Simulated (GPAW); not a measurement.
# MgB2 (P6/mmm) in GPAW: further runs

One crystal, MgB2, is run at these levels: RPBE+D3(BJ), RPBE+D4, PBE; tasks: relaxation of cell and atoms, single point.

Program: GPAW 26.7.0. These are calculated values, not measurements. Logs are shortened: lines on timing, memory, paths and dates and some standing lists are left out, and cuts for length are marked. The log counts tension as positive stress, the text compression.

## (1) The crystal as given

It takes space group P6/mmm (No. 191, hexagonal). Conventional cell: a = 3.085 Å, b = 3.085 Å, c = 3.523 Å, α = 90.00°, β = 90.00°, γ = 120.00°. Mg (site symmetry 6/mmm) has 12 B at 2.51 Å as nearest neighbours. B (site symmetry -6m2) has 3 B at 1.78 Å as nearest neighbours.

## (2) Relaxation of cell and atoms, RPBE+D3(BJ)

The input, run.py:

```python
from ase.calculators.mixing import SumCalculator
from ase.filters import FrechetCellFilter
from ase.io import read, write
from ase.optimize import LBFGS
from dftd3.ase import DFTD3
from gpaw import GPAW, PW

atoms = read('POSCAR')

calc = GPAW(mode=PW(800),
            xc='RPBE',
            kpts={'size': (10, 10, 8), 'gamma': True},
            occupations={'name': 'fermi-dirac', 'width': 0.05},
            nbands=17,
            convergence={'density': 1e-05, 'forces': 0.0001},
            maxiter=150,
            txt='gpaw.txt')
atoms.calc = SumCalculator([calc, DFTD3(method='rpbe', damping='d3bj')])
opt = LBFGS(FrechetCellFilter(atoms), trajectory='relax.traj', logfile='-')
done = opt.run(fmax=0.02, steps=40)
calc.write('gs.gpw')
write('result.traj', atoms)
print('Converged:', done)
print('Cell:', atoms.cell.cellpar().round(4))
print('Volume:', round(atoms.get_volume(), 4))
print(atoms.get_scaled_positions().round(5))
```

The input, POSCAR:

```
MgB2
1.0
    3.0850000000      0.0000000000      0.0000000000
   -1.5425000000      2.6716883707      0.0000000000
    0.0000000000      0.0000000000      3.5230000000
Mg B
1 2
Direct
    0.0000000000      0.0000000000      0.0000000000
    0.6666666667      0.3333333333      0.5000000000
    0.3333333333      0.6666666667      0.5000000000
```

Potentials or basis: the program's PAW data sets (release 1.2.1) made for this functional, pw.

Command:

```console
OMP_NUM_THREADS=1 python run.py
```

gpaw.txt:

```text
__  _  _
 | _ |_)|_||  |
 |__||  | ||/\| - 26.7.0

Input parameters:
  mode=PW(ecut=800.0),
  convergence={'density': 1e-05, 'forces': 0.0001},
  kpts=MonkhorstPack(size=(10, 10, 8), gamma=True),
  maxiter=150,
  nbands=17,
  occupations=Occupations(name='fermi-dirac', width=0.05),
  xc=XC(name='RPBE')

Diagonalizing LCAO Hamiltonian
Converting LCAO to pw mode

         B  B

       Mg

Atoms  # Å, Bohr magnetons
|   | symbol |         x |        y |        z |    initial magnetic moments |
|---|--------|-----------|----------|----------|-----------------------------|
| 0 |     Mg |  0.000000 | 0.000000 | 0.000000 | ( 0.0000,  0.0000,  0.0000) |
| 1 |      B |  1.542500 | 0.890563 | 1.761500 | ( 0.0000,  0.0000,  0.0000) |
| 2 |      B | -0.000000 | 1.781126 | 1.761500 | ( 0.0000,  0.0000,  0.0000) |

Unit cell  # Å
| periodic |         x |        y |        z |  lengths |     angles |
|----------|-----------|----------|----------|----------|------------|
|      yes |  3.085000 | 0.000000 | 0.000000 | 3.085000 |  90.000000 |
|      yes | -1.542500 | 2.671688 | 0.000000 | 3.085000 |  90.000000 |
|      yes |  0.000000 | 0.000000 | 3.523000 | 3.523000 | 120.000000 |

Number of symmetries: 24
Symmetry operations  # r_c * U_cc + t_c -> r_c
|    | kind |            matrix            |
|----|------|------------------------------|
|  0 |  σ   |  1, 1, 0,  0,-1, 0,  0, 0, 1 |
|  1 |  C2  |  1, 1, 0,  0,-1, 0,  0, 0,-1 |
|  2 |  C6  |  1, 1, 0, -1, 0, 0,  0, 0, 1 |
|  3 |  S6  |  1, 1, 0, -1, 0, 0,  0, 0,-1 |
|  4 |  E   |  1, 0, 0,  0, 1, 0,  0, 0, 1 |
|  5 |  σ   |  1, 0, 0,  0, 1, 0,  0, 0,-1 |
|  6 |  σ   |  1, 0, 0, -1,-1, 0,  0, 0, 1 |
|  7 |  C2  |  1, 0, 0, -1,-1, 0,  0, 0,-1 |
|  8 |  σ   |  0, 1, 0,  1, 0, 0,  0, 0, 1 |
[... 203 lines left out ...]
Stress tensor  # eV/Ang^3
|         x |         y |         z |
|-----------|-----------|-----------|
| -0.014713 | -0.000000 |  0.000000 |
| -0.000000 | -0.014713 |  0.000000 |
|  0.000000 |  0.000000 | -0.011674 |

Forces  # eV/Ang
|       x |        y |       z |
|---------|----------|---------|
| 0.00000 | -0.00000 | 0.00000 |  # Mg   0
| 0.00000 |  0.00000 | 0.00000 |  # B    1
| 0.00000 |  0.00000 | 0.00000 |  # B    2

Interpolating wave functions to new cell

         B  B

       Mg

Atoms  # Å, Bohr magnetons
|   | symbol |         x |         y |         z |    initial magnetic moments |
|---|--------|-----------|-----------|-----------|-----------------------------|
| 0 |     Mg | -0.000000 | -0.000000 | -0.000000 | ( 0.0000,  0.0000,  0.0000) |
| 1 |      B |  1.533547 |  0.885394 |  1.751580 | ( 0.0000,  0.0000,  0.0000) |
| 2 |      B | -0.000000 |  1.770788 |  1.751580 | ( 0.0000,  0.0000,  0.0000) |

Unit cell  # Å
| periodic |         x |         y |         z |  lengths |     angles |
|----------|-----------|-----------|-----------|----------|------------|
|      yes |  3.067094 | -0.000000 | -0.000000 | 3.067094 |  90.000000 |
|      yes | -1.533547 |  2.656182 |  0.000000 | 3.067094 |  90.000000 |
|      yes | -0.000000 | -0.000000 |  3.503161 | 3.503161 | 120.000000 |
[... 215 lines left out ...]
Stress tensor  # eV/Ang^3
|         x |         y |         z |
|-----------|-----------|-----------|
| -0.034249 | -0.000000 |  0.000000 |
| -0.000000 | -0.034249 |  0.000000 |
|  0.000000 |  0.000000 | -0.024540 |

Forces  # eV/Ang
|        x |        y |       z |
|----------|----------|---------|
|  0.00000 |  0.00000 | 0.00000 |  # Mg   0
| -0.00000 | -0.00000 | 0.00000 |  # B    1
|  0.00000 |  0.00000 | 0.00000 |  # B    2

Interpolating wave functions to new cell
[... 234 lines left out ...]
Stress tensor  # eV/Ang^3
|         x |         y |         z |
|-----------|-----------|-----------|
| -0.212560 | -0.000000 |  0.000000 |
| -0.000000 | -0.212560 |  0.000000 |
|  0.000000 |  0.000000 | -0.149895 |

Forces  # eV/Ang
|        x |        y |       z |
|----------|----------|---------|
|  0.00000 |  0.00000 | 0.00000 |  # Mg   0
|  0.00000 |  0.00000 | 0.00000 |  # B    1
| -0.00000 | -0.00000 | 0.00000 |  # B    2

Interpolating wave functions to new cell
[... 233 lines left out ...]
Stress tensor  # eV/Ang^3
|         x |         y |         z |
|-----------|-----------|-----------|
| -0.189487 | -0.000000 |  0.000000 |
| -0.000000 | -0.189487 |  0.000000 |
|  0.000000 |  0.000000 | -0.135762 |

Forces  # eV/Ang
|        x |        y |       z |
|----------|----------|---------|
| -0.00000 |  0.00000 | 0.00000 |  # Mg   0
| -0.00000 |  0.00000 | 0.00000 |  # B    1
| -0.00000 | -0.00000 | 0.00000 |  # B    2

Interpolating wave functions to new cell
[... 232 lines left out ...]
Stress tensor  # eV/Ang^3
|         x |         y |         z |
|-----------|-----------|-----------|
| -0.184765 | -0.000000 |  0.000000 |
| -0.000000 | -0.184765 |  0.000000 |
|  0.000000 |  0.000000 | -0.135795 |

Forces  # eV/Ang
|       x |        y |       z |
|---------|----------|---------|
| 0.00000 |  0.00000 | 0.00000 |  # Mg   0
| 0.00000 | -0.00000 | 0.00000 |  # B    1
| 0.00000 |  0.00000 | 0.00000 |  # B    2

Interpolating wave functions to new cell
[... 233 lines left out ...]
Stress tensor  # eV/Ang^3
|         x |         y |         z |
|-----------|-----------|-----------|
| -0.165569 | -0.000000 |  0.000000 |
| -0.000000 | -0.165569 |  0.000000 |
|  0.000000 |  0.000000 | -0.154734 |

Forces  # eV/Ang
|       x |        y |       z |
|---------|----------|---------|
| 0.00000 | -0.00000 | 0.00000 |  # Mg   0
| 0.00000 | -0.00000 | 0.00000 |  # B    1
| 0.00000 |  0.00000 | 0.00000 |  # B    2

Interpolating wave functions to new cell
[... 232 lines left out ...]
Stress tensor  # eV/Ang^3
|         x |         y |         z |
|-----------|-----------|-----------|
| -0.171750 | -0.000000 | -0.000000 |
| -0.000000 | -0.171750 | -0.000000 |
|  0.000000 |  0.000000 | -0.163777 |

Forces  # eV/Ang
|        x |        y |       z |
|----------|----------|---------|
|  0.00000 |  0.00000 | 0.00000 |  # Mg   0
|  0.00000 |  0.00000 | 0.00000 |  # B    1
| -0.00000 | -0.00000 | 0.00000 |  # B    2

Interpolating wave functions to new cell
[... 232 lines left out ...]
Stress tensor  # eV/Ang^3
|         x |         y |         z |
|-----------|-----------|-----------|
| -0.178035 | -0.000000 |  0.000000 |
| -0.000000 | -0.178035 |  0.000000 |
|  0.000000 |  0.000000 | -0.168785 |

Forces  # eV/Ang
|        x |        y |       z |
|----------|----------|---------|
| -0.00000 |  0.00000 | 0.00000 |  # Mg   0
|  0.00000 | -0.00000 | 0.00000 |  # B    1
| -0.00000 |  0.00000 | 0.00000 |  # B    2

# Writing to gs.gpw (mode='')
```

stdout:

```text
Step          Energy          fmax
LBFGS:    0      -18.023129        1.222417
LBFGS:    1      -18.081383        1.079038
LBFGS:    2      -18.259978        0.276182
LBFGS:    3      -18.264291        0.260510
LBFGS:    4      -18.266144        0.257039
LBFGS:    5      -18.274689        0.097735
LBFGS:    6      -18.275585        0.040554
LBFGS:    7      -18.275636        0.002570
Converged: True
Cell: [  2.9751   2.9751   3.3017  90.      90.     120.    ]
Volume: 25.3096
[[0.      0.      0.     ]
 [0.66667 0.33333 0.5    ]
 [0.33333 0.66667 0.5    ]]
```

Run time: 2.6 min. Hardware: 1 thread of Intel Xeon at 2.70GHz, shared host; peak memory 0.33 GiB.

Results:

```yaml
Free_energy: -18.2783 eV
Relaxed_volume: 8.44 Å³/atom
Relaxed_cell: a = 2.975 Å, b = 2.975 Å, c = 3.302 Å, α = 90.00°, β = 90.00°, γ = 120.00°
Space_group_after_relaxing_to_0.05_Å: P6/mmm (No. 191)
Energy_gained_by_relaxing: 84.2 meV/atom
Ionic_steps: 8
Pressure_after_relaxing: 0.0 GPa
Band_gap_on_the_k_mesh: none (metal or under the smearing width)
Dispersion_energy_per_atom: -1.391 eV
```

Step by step:
| step | energy change (eV) | largest force (eV/Å) | pressure (GPa) | volume (Å³) |
| --- | --- | --- | --- | --- |
| 1 | 0.0000 | 0.0000 | -20.03 | 29.04 |
| 2 | -0.0583 | 0.0000 | -17.91 | 28.54 |
| 3 | -0.2368 | 0.0000 | 2.44 | 25.17 |
| 4 | -0.2412 | 0.0000 | -0.17 | 25.50 |
| 5 | -0.2430 | 0.0000 | -0.60 | 25.54 |
| 6 | -0.2516 | 0.0000 | -1.62 | 25.54 |
| 7 | -0.2525 | 0.0000 | -0.72 | 25.41 |
| 8 | -0.2525 | 0.0000 | 0.03 | 25.31 |

Final structure:
```
Mg B
1.0
     2.97513    0.00000    0.00000
    -1.48757    2.57654    0.00000
     0.00000    0.00000    3.30173
Mg B
1 2
Direct
  0.00000 0.00000 0.00000
  0.66667 0.33333 0.50000
  0.33333 0.66667 0.50000
```

Levels at points of the mesh, in eV from the Fermi level:
```tsv
k point	band 6	band 7	band 8	band 9	band 10	band 11
(0.00, 0.00, 0.00)	-2.93	0.26	0.26	2.43	6.57	6.57
(0.00, 0.00, 0.50)	-8.07	0.77	0.77	6.87	6.87	8.41
(0.50, 0.50, 0.00)	-8.53	-2.50	0.32	3.56	3.92	6.37
(0.50, 0.50, 0.50)	-7.43	-4.01	-2.16	-1.46	6.36	9.62
```

Caveat: later steps reuse the first step's grids; the volume moved by -13 % from the deposited cell, more than functionals usually miss; pairwise dispersion overbinds metals, which lowers pressure and volume.

## (3) Relaxation of cell and atoms, RPBE+D4

run.py, as its differences from that of step 2:

```diff
@@ -1,9 +1,17 @@
+from ase import Atoms
 from ase.calculators.mixing import SumCalculator
 from ase.filters import FrechetCellFilter
-from ase.io import read, write
+from ase.io import write
 from ase.optimize import LBFGS
-from dftd3.ase import DFTD3
+from dftd4.ase import DFTD4
 from gpaw import GPAW, PW
 
-atoms = read('POSCAR')
+atoms = Atoms(['Mg', 'B', 'B'],
+              cell=[[3.085, 0.0, 0.0],
+                    [-1.5425, 2.6716883707, 0.0],
+                    [0.0, 0.0, 3.523]],
+              scaled_positions=[[0.0, 0.0, 0.0],
+                                [0.6666666667, 0.3333333333, 0.5],
+                                [0.3333333333, 0.6666666667, 0.5]],
+              pbc=True)
 
@@ -17,3 +25,3 @@
             txt='gpaw.txt')
-atoms.calc = SumCalculator([calc, DFTD3(method='rpbe', damping='d3bj')])
+atoms.calc = SumCalculator([calc, DFTD4(method='rpbe')])
 opt = LBFGS(FrechetCellFilter(atoms), trajectory='relax.traj', logfile='-')
```

Potentials or basis: the program's PAW data sets (release 1.2.1) made for this functional, pw.

Command:

```console
OMP_NUM_THREADS=1 python run.py
```

It took 5 min on 1 thread of Intel Xeon at 2.70GHz, shared host; peak memory 0.39 GiB.

The run converged. Its results:

```
Free energy                            : -15.8620 eV
Relaxed volume                         : 9.24 Å³/atom
Relaxed cell                           : a = 3.055 Å, b = 3.055 Å, c = 3.428 Å, α = 90.00°, β = 90.00°, γ = 120.00°
Space group after relaxing (to 0.05 Å) : P6/mmm (No. 191)
Energy gained by relaxing              : 9.8 meV/atom
Ionic steps                            : 6
Pressure after relaxing                : -0.3 GPa
Band gap on the k mesh                 : none (metal or under the smearing width)
Dispersion energy per atom             : -0.494 eV
```

Step by step:
```tsv
step	energy change (eV)	largest force (eV/Å)	pressure (GPa)	volume (Å³)
1	0.0000	0.0000	-6.44	29.04
2	-0.0060	0.0000	-5.70	28.88
3	-0.0260	0.0000	0.44	27.69
4	-0.0265	0.0000	0.23	27.72
5	-0.0290	0.0000	-0.52	27.77
6	-0.0293	0.0000	-0.28	27.71
```

Final structure:
```
CELL_PARAMETERS angstrom
3.05517 0.00001 0.00000
-1.52758 2.64586 0.00000
0.00000 0.00000 3.42761
ATOMIC_POSITIONS crystal
Mg 0.00000 0.00000 0.00000
B 0.66667 0.33333 0.50000
B 0.33333 0.66667 0.50000
```

Levels at points of the mesh, in eV from the Fermi level:
| k point | band 6 | band 7 | band 8 | band 9 | band 10 | band 11 |
| --- | --- | --- | --- | --- | --- | --- |
| (0.00, 0.00, 0.00) | -2.89 | 0.26 | 0.26 | 2.03 | 6.29 | 6.29 |
| (0.00, 0.00, 0.50) | -7.64 | 0.70 | 0.70 | 6.62 | 6.62 | 7.99 |
| (0.50, 0.00, 0.00) | -8.11 | -2.34 | 0.26 | 3.25 | 3.79 | 5.75 |
| (0.50, 0.00, 0.50) | -7.12 | -3.75 | -2.02 | -1.37 | 5.80 | 9.08 |
| (0.50, 0.50, 0.00) | -8.11 | -2.34 | 0.26 | 3.25 | 3.79 | 5.75 |
| (0.50, 0.50, 0.50) | -7.12 | -3.75 | -2.02 | -1.37 | 5.80 | 9.08 |

Caveat: later steps reuse the first step's grids; pairwise dispersion overbinds metals, which lowers pressure and volume.

## (4) Single point, PBE

The input, run.py:

```python
from ase import Atoms
from ase.dft.bandgap import bandgap
from ase.io import write
from ase.units import GPa
from gpaw import GPAW, PW

atoms = Atoms(['Mg', 'B', 'B'],
              cell=[[3.085, 0.0, 0.0],
                    [-1.5425, 2.6716883707, 0.0],
                    [0.0, 0.0, 3.523]],
              scaled_positions=[[0.0, 0.0, 0.0],
                                [0.6666666667, 0.3333333333, 0.5],
                                [0.3333333333, 0.6666666667, 0.5]],
              pbc=True)

calc = GPAW(mode=PW(800),
            xc='PBE',
            kpts={'size': (10, 10, 8), 'gamma': True},
            occupations={'name': 'methfessel-paxton', 'order': 0, 'width': 0.02},
            nbands=17,
            convergence={'density': 1e-05, 'energy': 1e-05},
            maxiter=150,
            txt='gpaw.txt')
atoms.calc = calc
energy = atoms.get_potential_energy()
forces = atoms.get_forces()
stress = atoms.get_stress()
calc.write('gs.gpw')
write('result.traj', atoms)
print(f'Energy: {energy:.6f} eV')
print('Forces (eV/A):')
print(forces.round(4))
print('Stress (GPa):', (stress / GPa).round(3))
print('Fermi level:', round(calc.get_fermi_level(), 4), 'eV')
print(f'Gap: {bandgap(calc)[0]:.4f} eV, direct: {bandgap(calc, direct=True)[0]:.4f} eV')
```

Potentials or basis: GPAW PAW data sets (gpaw-data 1.2.1), pw.

Command:

```console
OMP_NUM_THREADS=1 python run.py
```

gpaw.txt:

```text
__  _  _
 | _ |_)|_||  |
 |__||  | ||/\| - 26.7.0

Input parameters:
  mode=PW(ecut=800.0),
  convergence={'density': 1e-05, 'energy': 1e-05},
  kpts=MonkhorstPack(size=(10, 10, 8), gamma=True),
  maxiter=150,
  nbands=17,
  occupations=Occupations(name='methfessel-paxton', order=0, width=0.02),
  xc=XC(name='PBE')

Diagonalizing LCAO Hamiltonian
Converting LCAO to pw mode

         B  B

       Mg

Atoms  # Å, Bohr magnetons
|   | symbol |         x |        y |        z |    initial magnetic moments |
|---|--------|-----------|----------|----------|-----------------------------|
| 0 |     Mg |  0.000000 | 0.000000 | 0.000000 | ( 0.0000,  0.0000,  0.0000) |
| 1 |      B |  1.542500 | 0.890563 | 1.761500 | ( 0.0000,  0.0000,  0.0000) |
| 2 |      B | -0.000000 | 1.781126 | 1.761500 | ( 0.0000,  0.0000,  0.0000) |

Unit cell  # Å
| periodic |         x |        y |        z |  lengths |     angles |
|----------|-----------|----------|----------|----------|------------|
|      yes |  3.085000 | 0.000000 | 0.000000 | 3.085000 |  90.000000 |
[... 185 lines left out ...]
  Entropy:          -0.000193
  Spinorbit:         0.000000
  ----------------------------
  Free energy:     -15.424974
  Extrapolated:    -15.424878

dipole moment: (-2.215117, -3.836695, -5.059227)  # |e|*Ang

Fermi level: 7.246
Eigenvalues  # (at kpt = [0.000, 0.000, 0.000])
| band index |      eig [eV] | occ [0-2] |
|------------|---------------|-----------|
|          0 |       -68.093 |     2.000 |
|          1 |       -34.866 |     2.000 |
|          2 |       -34.866 |     2.000 |
|          3 |       -34.850 |     2.000 |
|          4 |        -5.193 |     2.000 |
|          5 |         4.281 |     2.000 |
|          6 |         7.581 |     0.000 |
|          7 |         7.581 |     0.000 |
|          8 |         8.864 |     0.000 |
|          9 |        13.519 |     0.000 |
|         10 |        13.519 |     0.000 |
|         11 |        15.281 |     0.000 |
|         12 |        17.144 |     0.000 |
|         13 |        19.904 |     0.000 |
|        ... |               |           |
|         16 |        26.289 |     0.000 |

No gap
No difference between direct/indirect transitions

Forces  # eV/Ang
|       x |        y |       z |
|---------|----------|---------|
| 0.00000 | -0.00000 | 0.00000 |  # Mg   0
| 0.00000 |  0.00000 | 0.00000 |  # B    1
| 0.00000 |  0.00000 | 0.00000 |  # B    2

Stress tensor  # eV/Ang^3
|         x |        y |        z |
|-----------|----------|----------|
|  0.005227 | 0.000000 | 0.000000 |
| -0.000000 | 0.005227 | 0.000000 |
|  0.000000 | 0.000000 | 0.010631 |

# Writing to gs.gpw (mode='')
```

stdout:

```text
Energy: -15.424878 eV
Forces (eV/A):
[[ 0. -0.  0.]
 [ 0.  0.  0.]
 [ 0.  0.  0.]]
Stress (GPa): [0.837 0.837 1.703 0.    0.    0.   ]
Fermi level: 7.2464 eV
Gap: 0.0000 eV, direct: 0.0000 eV
```

Run time: 36 s. Hardware: 1 thread of Intel Xeon at 2.70GHz, shared host; peak memory 0.19 GiB.

What came out:

```yaml
Free_energy: -15.4250 eV
Pressure: -1.1 GPa
Band_gap_on_the_k_mesh: none (metal or under the smearing width)
```

Stress tensor (GPa, compression positive):
```
-0.84  0.00  0.00
 0.00 -0.84  0.00
 0.00  0.00 -1.70
```

## (5) Overview

```csv
task,level,potentials or basis,cell,smearing,optimizer,fmax,max steps,convergence,gap on the mesh (eV),pressure (GPa),relaxed volume (Å³/atom)
relaxation of cell and atoms,RPBE+D3(BJ),"the program's PAW data sets (release 1.2.1) made for this functional, pw",relaxed,fermi-dirac 0.05 eV,LBFGS,0.02 eV/Å,40,density=1e-05 forces=0.0001,none,0.0,8.44
relaxation of cell and atoms,RPBE+D4,"the program's PAW data sets (release 1.2.1) made for this functional, pw",relaxed,fermi-dirac 0.05 eV,LBFGS,0.02 eV/Å,40,density=1e-05 forces=0.0001,none,-0.3,9.24
single point,PBE,"GPAW PAW data sets (gpaw-data 1.2.1), pw",as given,gaussian 0.02 eV,-,-,-,-,none,-1.1,-
```

Alike in all rows: no spin polarisation; k mesh 10 × 10 × 8; cutoff (eV) 800.

Caveats: later steps reuse the first step's grids (some runs); pairwise dispersion overbinds metals, which lowers pressure and volume (some runs); the volume moved by -13 % from the deposited cell, more than functionals usually miss (some runs).

Absolute energies hang on the potentials; compare differences alone.
